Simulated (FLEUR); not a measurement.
## Pd in FLEUR: convergence with k mesh

Input of the first run (k mesh 3 × 3 × 3); the others differ in this setting and in those tied to it:

File inp.xml:

```xml
<?xml version="1.0" encoding="UTF-8" standalone="no"?>
<fleurInput fleurInputVersion="0.39">
   <comment>
      Pd                                                                                                  
   </comment>
   <calculationSetup>
      <cutoffs Kmax="4.12" Gmax="12.8" GmaxXC="12.8" numbands="0"/>
      <scfLoop itmax="60" minDistance="0.00001" maxIterBroyd="15" imix="Anderson" alpha="0.05" precondParam="0.0" spinf="2.0" sdNocoIR="T"/>
      <coreElectrons ctail="T" frcor="F" kcrel="0" coretail_lmax="0"/>
      <xcFunctional name="pbe" relativisticCorrections="F"/>
      <magnetism jspins="1"/>
      <soc l_soc="F" theta="0.0" phi="0.0" spav="F"/>
      <expertModes spex="0" secvar="F"/>
      <geometryOptimization l_f="T" forcealpha="1.0" forcemix="BFGS" epsdisp="0.0005" epsforce="0.0002"/>
      <ldaU l_linMix="F" mixParam="0.05" spinf="1.0"/>
   </calculationSetup>
   <cell>
      <bzIntegration valenceElectrons="18.0" mode="hist" fermiSmearingEnergy="0.00183747">
         <kPointListSelection listName="default-1"/>
         <!-- k-points included here -->
         <xi:include xmlns:xi="http://www.w3.org/2001/XInclude" href="kpts.xml"> </xi:include>
      </bzIntegration>
      <!-- symmetry operations included here -->
      <xi:include xmlns:xi="http://www.w3.org/2001/XInclude" href="sym.xml"> </xi:include>
      <bulkLattice scale="1.0">
         <bravaisMatrix>
            <row-1>   -2.9711804809122127     2.9711804809122127     2.9711804809122127</row-1>
            <row-2>    2.9711804809122127    -2.9711804809122127     2.9711804809122127</row-2>
            <row-3>    2.9711804809122127     2.9711804809122127    -2.9711804809122127</row-3>
         </bravaisMatrix>
      </bulkLattice>
   </cell>
   <atomSpecies>
      <species name="Palladium (Pd)" element="Pd" atomicNumber="46">
         <mtSphere radius="2.38" gridPoints="787" logIncrement="0.016"/>
         <atomicCutoffs lmax="10" lnonsphr="10"/>
         <electronConfig flipSpins="F">
            <coreConfig>(1s1/2) (2s1/2) (2p1/2) (2p3/2) (3s1/2) (3p1/2) (3p3/2) (3d3/2) (3d5/2)</coreConfig>
            <valenceConfig>(4s1/2) (4p1/2) (4p3/2) (5s1/2) (4d3/2) (4d5/2)</valenceConfig>
            <stateOccupation state="(5s1/2)" spinUp="0.500000" spinDown="0.500000"/>
            <stateOccupation state="(4d3/2)" spinUp="1.800000" spinDown="1.800000"/>
            <stateOccupation state="(4d5/2)" spinUp="2.700000" spinDown="2.700000"/>
         </electronConfig>
         <energyParameters s="5" p="5" d="4" f="4"/>
         <lo type="SCLO" l="0" n="4" eDeriv="0"/>
         <lo type="SCLO" l="1" n="4" eDeriv="0"/>
         <lo type="SCLO" l="1" n="4" eDeriv="1"/>
         <lo type="SCLO" l="2" n="4" eDeriv="2"/>
         <lo type="SCLO" l="3" n="4" eDeriv="2"/>
      </species>
   </atomSpecies>
   <atomGroups>
      <atomGroup species="Palladium (Pd)">
         <relPos label="                   1">.0000000000 .0000000000 .0000000000</relPos>
         <force calculate="T" relaxXYZ="TTT"/>
      </atomGroup>
   </atomGroups>
   <output dos="F" band="F" slice="F">
      <checks vchk="F" cdinf="F"/>
      <bandDOS minEnergy="-.5*Htr" maxEnergy="0.5*Htr" sigma="0.015" storeEVData="T"/>
      <vacuumDOS vacdos="F" integ="F" star="F" nstars="0" locx1="0.0" locy1="0.0" locx2="0.0" locy2="0.0" nstm="0" tworkf="0.0"/>
      <unfoldingBand unfoldBand="F" supercellX="1" supercellY="1" supercellZ="1"/>
      <plotting iplot="0" polar="F">
         <plot TwoD="T" vec1="  1.0  0.0  0.0" vec2="  0.0  1.0  0.0" vec3="  0.0  0.0  1.0" zero="  0.0  0.0  0.0" file="plot"/>
      </plotting>
      <chargeDensitySlicing numkpt="0" minEigenval="0.0" maxEigenval="0.0" nnne="0" pallst="F"/>
      <specialOutput eonly="F"/>
      <moessbauerParams electricFieldGradient="T" isomerShift="T" coreHyperfine="T" valenceHyperfine="T"/>
      <magneticCircularDichroism mcd="F" energyLo="-10.0" energyUp="0.0"/>
   </output>
  <!-- We include the file relax.xml here to enable relaxations (see documentation) -->
  <xi:include xmlns:xi="http://www.w3.org/2001/XInclude" href="relax.xml"> <xi:fallback/> </xi:include>
</fleurInput>
```

crystal.txt

```
Pd
&input cartesian=F /
-1.5722810000  1.5722810000  1.5722810000
1.5722810000  -1.5722810000  1.5722810000
1.5722810000  1.5722810000  -1.5722810000
1.8897261246
1.0 1.0 1.0

1
46 0.0000000000  0.0000000000  0.0000000000

&kpt div1=3 div2=3 div3=3 gamma=T /
```

Potentials or basis: all-electron, FLAPW.

Run with:

```sh
$ inpgen -f crystal.txt -profile fastHighL
$ # inp.xml edited to the form shown
$ fleur_MPI
```

This isn't the form of Pd at room conditions, which is fcc.

Hardware: 1 thread of Arm Neoverse V2, on a shared host.

Problem. The values tried are 3 × 3 × 3, 5 × 5 × 5, 7 × 7 × 7, 8 × 8 × 8, 10 × 10 × 10, 12 × 12 × 12, 15 × 15 × 15, 18 × 18 × 18, loosest first. From which on does the energy stay within 1 meV/atom of the tightest run that finished?

Solution. From 12 × 12 × 12 on.

```
      k mesh  energy less the tightest run, at zero smearing (meV/atom)  SCF cycles  CPU time (s)  peak memory (GiB)
   3 × 3 × 3                                                     771.54          14             5               0.06
   5 × 5 × 5                                                     159.23          16           7.4               0.06
   7 × 7 × 7                                                      -1.50          15           9.6               0.06
   8 × 8 × 8                                                      24.44          14            12               0.06
10 × 10 × 10                                                       1.35          15            17               0.06
12 × 12 × 12                                                      -0.45          14            23               0.06
15 × 15 × 15                                                      -0.43          15            39               0.06
18 × 18 × 18                                                       0.00          14            56               0.06
```

Meshes of other sizes hit other points, so gaps and Fermi surfaces needn't settle smoothly. The tightest run that finished is the yardstick and may itself not be fully converged.
